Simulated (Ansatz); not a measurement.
**CoO: projected density of states with PBEsol**

Crystal: CoO.

```
Co O
1.0
     1.60222    0.92504    2.56647
    -1.60222    0.92504    2.56647
     0.00000   -1.85008    2.56647
Co O
1 1
Direct
  0.99898 0.99898 0.99898
  0.75102 0.75102 0.75102
```

Measurements of this composition are mostly on another form, of space group No. 225.

* Program: Ansatz 0.2.0
* Task: projected density of states
* Functional: PBEsol
* Potentials or basis: Ansatz PAW
* Cutoff: 420 eV (not typed: the program's choice for these potentials)
* k mesh: 10 × 10 × 10
* Occupations: fermi-dirac, width 0.05 eV
* Spin: collinear spin, ferromagnetic start
* Starting moments: [2.0, 0.0] μB

| Property | Result |
| --- | --- |
| Pressure | -7.9 GPa |
| Largest force | 0.215 eV/Å |
| Band gap on the k mesh | none (metal or under the smearing width) |
| Net moment | 2.79 μB per cell |
| Absolute moment | 2.79 μB per cell |
| Site moments | Co +2.22; O +0.32 μB |
| Density of states at the Fermi level | 2.67 states/eV per cell |

Forces in eV/Å, atoms in the order of the input:
```
Co   0.000  0.000  0.215
O    0.000  0.000 -0.215
```

Stress tensor (GPa, compression positive):
```
-9.54  0.00  0.00
 0.00 -9.54  0.00
 0.00  0.00 -4.66
```

Levels at points of the mesh, in eV from the Fermi level:
Spin up:
| k point | band 9 | band 10 | band 11 | band 12 | band 13 | band 14 | band 15 | band 16 | band 17 | band 18 |
| --- | --- | --- | --- | --- | --- | --- | --- | --- | --- | --- |
| (0.00, 0.00, 0.00) | -2.32 | -2.32 | 0.00 | 0.25 | 0.25 | 0.41 | 13.77 | 13.77 | 14.35 | 19.84 |
| (0.00, 0.00, -0.50) | -2.50 | -2.25 | -2.24 | -0.55 | -0.49 | 5.53 | 6.79 | 13.33 | 13.68 | 17.27 |
| (0.00, -0.50, -0.50) | -3.19 | -2.01 | -1.84 | -1.69 | -1.62 | 5.07 | 9.77 | 10.88 | 13.93 | 14.24 |
| (-0.50, -0.50, -0.50) | -2.56 | -2.27 | -2.27 | -0.67 | -0.67 | 5.50 | 7.11 | 13.24 | 13.24 | 16.99 |
Spin down:
| k point | band 8 | band 9 | band 10 | band 11 | band 12 | band 13 |
| --- | --- | --- | --- | --- | --- | --- |
| (0.00, 0.00, 0.00) | -5.03 | -0.44 | -0.44 | 0.48 | 2.52 | 2.52 |
| (0.00, 0.00, -0.50) | -4.83 | -0.24 | -0.22 | 0.15 | 1.66 | 1.69 |
| (0.00, -0.50, -0.50) | -4.54 | -0.96 | -0.05 | 0.08 | 0.80 | 0.88 |
| (-0.50, -0.50, -0.50) | -4.78 | -0.21 | -0.21 | -0.01 | 1.54 | 1.54 |

States per cell in windows of 1 eV (zero at the Fermi level; states under -8 eV left out):
```tsv
from (eV)	up	down	Co 3d up	Co 3d down	O 2p up	O 2p down	Co 4s up	Co 4s down
-8.0	0.12	0.00	0.03	0.00	0.08	0.00	0.01	0.00
-7.0	1.22	0.79	0.29	0.10	0.81	0.58	0.10	0.09
-6.0	1.67	0.66	0.52	0.11	1.10	0.50	0.02	0.04
-5.0	0.00	1.55	0.00	0.33	0.00	1.19	0.00	0.01
-4.0	0.22	0.00	0.20	0.00	0.01	0.00	0.00	0.00
-3.0	2.15	0.00	2.06	0.00	0.06	0.00	0.00	0.00
-2.0	1.19	0.00	0.93	0.00	0.21	0.00	0.01	0.00
-1.0	1.32	2.00	0.83	1.92	0.45	0.03	0.01	0.01
0.0	0.14	1.01	0.07	0.86	0.06	0.09	0.00	0.01
1.0	0.04	1.70	0.00	1.32	0.01	0.28	0.02	0.03
2.0	0.07	0.35	0.00	0.22	0.01	0.10	0.04	0.02
3.0	0.11	0.09	0.00	0.01	0.02	0.02	0.07	0.05
4.0	0.17	0.12	0.00	0.01	0.02	0.02	0.10	0.07
5.0	0.29	0.19	0.01	0.01	0.02	0.02	0.12	0.10
6.0	0.32	0.29	0.01	0.02	0.02	0.02	0.09	0.11
7.0	0.14	0.29	0.00	0.02	0.01	0.02	0.03	0.07
```

Wall time 13 s on 2 threads of Intel(R) Xeon(R) Platinum 8375C CPU @ 2.90GHz (Ice Lake), on a shared host, peak memory 0.43 GiB.

Caveat: the pressure holds a Pulay correction of +0.7 GPa for the finite cutoff; a cell with one magnetic atom can't hold antiferromagnetic order, which such compounds often take; semilocal functionals often make such compounds metallic where correlation or magnetic order opens a gap, which also shifts bond lengths; the PAW data sets come from PBE, with cores solved anew for the run's functional, which leaves a small shift of forces and pressure. With open d or f shells a metallic result of PBEsol can be an artefact of self-interaction; +U or a hybrid may open a gap.
